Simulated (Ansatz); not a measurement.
Si (lonsdaleite): a single-point calculation in Ansatz (HSE06). The cell was relaxed with r2SCAN and then strained (epitaxial -4.0 % in the xy plane, free normal strain +1.49 %), with the atoms relaxed again with r2SCAN; k points keep the names of the unstrained zone.

input.yaml:
```yaml
crystal:
  lattice:
    - [3.6788443766, 0.0, 0.0]
    - [-1.8394221883, 3.1859726867, 0.0]
    - [0.0, 0.0, 6.4357401288]
  atoms:
    - { symbol: Si, position: [0.3333333333, 0.6666666667, 0.0044737245] }
    - { symbol: Si, position: [0.6666666667, 0.3333333333, 0.5044737245] }
    - { symbol: Si, position: [0.3333333333, 0.6666666667, 0.3705262755] }
    - { symbol: Si, position: [0.6666666667, 0.3333333333, 0.8705262755] }
kpoints:
  mp_grid: { grid: [6, 6, 4] }
  band_path:
    path:
      - [0.0, 0.0, 0.0]
      - [0.5, 0.0, 0.0]
      - [0.3333333333, 0.3333333333, 0.0]
      - [0.0, 0.0, 0.5]
      - [0.5, 0.0, 0.5]
      - [0.3333333333, 0.3333333333, 0.5]
    npoints: 1
hamiltonian:
  xc: hse06
scf:
  occupations: { method: fixed }
  n_extra_bands: 5
output:
  forces: true
  stress: true
  eigenvalues: true
```

**Question.** It ran on 1 × NVIDIA H100 80GB HBM3 with 2 threads of AMD EPYC 7R13 Processor (Zen 3), on a shared host. About how long did it take, and what peak of host memory did it reach?

**Answer.** About 47 s, with a peak of 1.9 GiB.

Main lines of the log:
```
Functional definition: HSE06
Crystal: 4 atoms, lattice volume = 75.431 Å³
Basis set: ecut = 420 eV, 1485 PW (Γ)
Bands: 13, of which v1, the nominal top of the filled ones, is band 8 counted from 1 (7 counted from 0)
Symmetry: 24 space group operations
Space group: P63/mmc (ITA 194)
k-points: 21 of 144
Exchange kernel: α = 0.2500, screened, ω = 0.2079 Å⁻¹, Wigner–Seitz truncation, v(0) = 1046.4349 eV·Å³, q-mesh 6×6×4
preconditioner: auto → none  [insulator: Δε(μ)=0.701 eV  ℏωp=17.1 eV]
hybrid outer 1: dexx = +6.592e-3 eV, tail = 4.19e-6 eV
hybrid outer 2: dexx = +9.659e-8 eV, tail = 6.67e-9 eV, Δε = 4.23e-4 eV, ΔF = 1.06e-4 eV/Å
hybrid SCF converged: 2 outer / 9 inner (+4 warm-up)
Free energy (F): -2544.896124 eV
Fermi energy:    7.055468 eV
--- Per-component energies (eV) ---
  E_band       = 12.484401
  E_kinetic    = 166.068713
  E_local      = -100.870092
  E_nonlocal   = 103.064799
  E_hartree    = 28.883381
  E_xc         = -181.464661
  E_vxc        = -154.667209
  E_exx        = -22.731821
  E_paw        = -2071.594819
  E_vpaw       = -13.415045
  E_ewald      = -466.015181
  E_core_change = -0.236465
--- Forces (eV/Å), atoms counted from 1 ---
  atom   1  Si      0.00000      0.00000    -0.02230
  atom   2  Si      0.00000      0.00000    -0.02230
  atom   3  Si      0.00000      0.00000      0.02230
  atom   4  Si      0.00000      0.00000      0.02230
--- Stress (GPa, compression-positive) ---
       10.746753       0.000000       0.000000
        0.000000      10.746753       0.000000
        0.000000       0.000000      -0.360547
  P = ⅓ Tr σ = 7.0443 GPa (70.443 kbar)
```

bands.tsv, columns around the gap (it counts bands from 0):
```tsv
# k_distance	band_3	band_4	band_5	band_6	band_7	band_8	band_9	band_10	band_11
# fermi_ev = 7.055468
# [0, 0, 0] at k_distance = 0.000000
# [0.5, 0, 0] at k_distance = 0.986070
# [0.3333333333, 0.3333333333, 0] at k_distance = 1.555378
# [0, 0, 0.5] at k_distance = 2.794222
# [0.5, 0, 0.5] at k_distance = 3.780292
# [0.3333333333, 0.3333333333, 0.5] at k_distance = 4.349600
# levels_relative_to = fermi_ev
0.000	-1.549	-1.549	-1.061	0.000	0.000	2.058	2.418	2.780	2.780
0.986	-7.174	-5.661	-3.725	-3.476	-1.814	0.934	2.955	2.969	3.716
1.555	-7.736	-6.224	-4.365	-4.365	-4.293	0.741	5.808	5.808	5.846
2.794	-5.434	-0.929	-0.929	-0.929	-0.929	3.043	3.043	3.775	3.775
3.780	-8.527	-3.306	-3.306	-2.808	-2.808	1.145	1.145	1.934	1.934
4.350	-8.616	-5.475	-5.475	-2.786	-2.786	1.741	1.741	3.626	3.626
```
In order the rows are Γ, M, K, A, L, H.

HSE06 gives an indirect gap of 0.74 eV, from Γ to K; the least direct gap is 2.06 eV at Γ. The gap is the least over the mesh and the extra points. The mean pressure at these positions is +7.0 GPa, compression counted positive. The stress of a hybrid is loosely converged here. The largest force is 0.02 eV/Å.

The values are computed, spin-unpolarised, and not measurements.

The meshes of the hybrids are coarse, so their gaps aren't converged to the digits shown.
